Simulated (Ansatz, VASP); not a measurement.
## Ir in VASP and in Ansatz

```xyz
2
Lattice="2.7294 0.0000 0.0000 -1.3647 2.3637 0.0000 0.0000 0.0000 4.4209" Properties=species:S:1:pos:R:3 pbc="T T T"
Ir    0.0000    1.5758    3.3157
Ir    1.3647    0.7879    1.1052
```

Alike in both runs: functional r2SCAN; k mesh 18 × 18 × 10; occupations gaussian, width 0.05 eV; no spin polarisation.

Ansatz relaxed the structure, and its values are those at the end. VASP's run is a single point on that final structure, the one shown.

|  | VASP | Ansatz |
| --- | --- | --- |
| version | VASP 6.6.1 | Ansatz 0.2.0 |
| potentials or method | VASP PAW PBE potentials, release 64 (Ir) | scalar-relativistic, plane waves, PAW |
| plane-wave cutoff (eV) | 520 | 500 |
| valence electrons in the cell | 18 | 34 |

|  | VASP | Ansatz | Ansatz less VASP |
| --- | --- | --- | --- |
| pressure (GPa) | 2.5 | 0.0 | -2.48 |

The two sets of potentials don't hold the same shells in valence.

Caveats: the PAW data sets were made with another functional, which shifts forces and pressure a little (VASP). The runs have no spin-orbit coupling, so splittings on Ir are missing.
